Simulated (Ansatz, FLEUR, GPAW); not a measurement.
# TePb: programs and potentials compared

```
CELL_PARAMETERS angstrom
0.00000 3.23100 3.23100
3.23100 0.00000 3.23100
3.23100 3.23100 0.00000
ATOMIC_POSITIONS crystal
Pb 0.00000 0.00000 0.00000
Te 0.50000 0.50000 0.50000
```

Alike in all runs: task band structure; functional revPBE; k mesh 7 × 7 × 7; occupations fermi-dirac, width 0.05 eV; no spin polarisation; no spin-orbit coupling. Pressure is positive in compression and, in plane waves, holds the error of the finite cutoff, which Ansatz's Pulay term estimates and takes out. Gaps are the smaller of the mesh's and the band path's.

| program and potentials | plane-wave cutoff (eV) | notes | band gap (eV) | pressure (GPa) |
| --- | --- | --- | --- | --- |
| Ansatz, Ansatz PAW | 420 | potentials made for PBE, which Ansatz adapts in part; 15 valence electrons an atom on average; Pulay term of +0.02 GPa included | 0.78 | 3.22 |
| FLEUR, all-electron, FLAPW | - | - | 0.78 | - |
| GPAW, the program's PAW data sets (release 1.2.1) made for this functional | 600 | 10 valence electrons an atom on average | 0.74 | 2.93 |
| Ansatz, all-electron LAPW, scalar-relativistic | - | - | 0.78 | 3.23 |

The band gap spans 0.74 (GPAW, the program's PAW data sets (release 1.2.1) made for this functional) to 0.78 eV (FLEUR, all-electron, FLAPW), with all-electron results at 0.78. The pressure spans 2.93 (GPAW, the program's PAW data sets (release 1.2.1) made for this functional) to 3.23 GPa (Ansatz, all-electron LAPW, scalar-relativistic), with all-electron results at 3.23. Some sets were made for another functional than the one run, which can shift their rows. Spin-orbit coupling, left out here, moves the band edges of heavy atoms. The paths' points differ, which is worth about 0.01 eV.

The functional is the same throughout but for its coding, so the spread measures potentials, basis and numerics; runs on potential files found faulty are left out.

The two all-electron codes agree on the gap, and the Ansatz PAW run matches them in the gap and comes within 0.01 GPa of the one all-electron pressure available, from Ansatz LAPW, although its potentials were made for PBE. GPAW gives the lowest gap and pressure despite data sets made for revPBE, so matching the functional doesn't by itself secure the closest agreement; its smaller valence space or residual cutoff error may contribute.

All the gaps are well above the measured gap of PbTe, the reverse of the usual semilocal underestimate. The likely cause is the scalar-relativistic treatment: the conduction-band edge at L is largely Pb 6p, and spin-orbit coupling pulls it down strongly, while the valence edge is Te 5p with antibonding Pb 6s admixture. The agreement between codes therefore supports the numerics, not the predicted gap.

The positive pressures show that revPBE favours a larger cell than the one used, as expected from its enhanced gradient-dependent exchange, which tends to weaken bonding and lengthen lattice constants. Relaxing the cell would probably widen the gap further, since the gap of PbTe at L grows with volume.
